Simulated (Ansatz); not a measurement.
Ba in Ansatz: the effect of functional

Crystal: Ba.

```
Ba
1.0
    -2.52310    2.52310    2.52310
     2.52310   -2.52310    2.52310
     2.52310    2.52310   -2.52310
Ba
1
Cartesian
  0.0000 0.0000 0.0000
```

The cell isn't the ideal one: volume scaled by 1.02.

Alike in all runs:

```yaml
Program: Ansatz 0.2.0
Task: single point
Potentials_or_basis: Ansatz PAW
k_mesh: 8 × 8 × 8
Occupations: fermi-dirac, width 0.05 eV
Spin: no spin polarisation
```

```csv
functional,cutoff,pressure (GPa)
LDA,420 eV (not typed: the program's choice for these potentials),?
r2SCAN,500 eV (not typed: the program's choice for these potentials),0.1
PBE,420 eV (not typed: the program's choice for these potentials),-0.2
```

What does the run with functional LDA give?

Pressure -1.5 GPa.

Caveats: the PAW data sets come from PBE, with cores solved anew for the run's functional, which leaves a small shift of forces and pressure (some runs).
